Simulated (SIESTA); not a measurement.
KCl:

```
K Cl
1.0
     3.83920    0.00000    0.00000
     0.00000    3.83920    0.00000
     0.00000    0.00000    3.83920
K Cl
1 1
Direct
  0.00000 0.00000 0.00000
  0.50000 0.50000 0.50000
```

Measurements of this composition are mostly on another form, of space group No. 225.

Base run:

* Program: SIESTA 5.4.2
* Functional: vdW-DF-cx
* Potentials or basis: PseudoDojo 0.4 standard (PBE files)
* Basis: DZP (energy shift 0.003 Ry; two zetas on semicore shells; d shell added on K)
* Grid cutoff: 800 Ry
* Energy shift: 0.003 Ry
* k mesh: 7 × 7 × 7
* Occupations: fermi-dirac, width 0.05 eV
* Spin: no spin polarisation

Its results: band gap on the k mesh 4.97 eV, indirect (least direct gap 5.15 eV); pressure -1.4 GPa.

**Question.** The run is repeated on the same cell with these changes: functional from vdW-DF-cx to AM05; potentials or basis from PseudoDojo 0.4 standard (PBE files) to PseudoDojo 0.4 standard (PBEsol files). What comes out?

**Answer.** Band gap on the k mesh 4.86 eV, indirect (least direct gap 5.04 eV); pressure -0.9 GPa.

Caveats: the potentials were made for another functional, which shifts forces and pressure; the basis of atomic orbitals isn't converged, which shifts pressures, moduli and gaps.
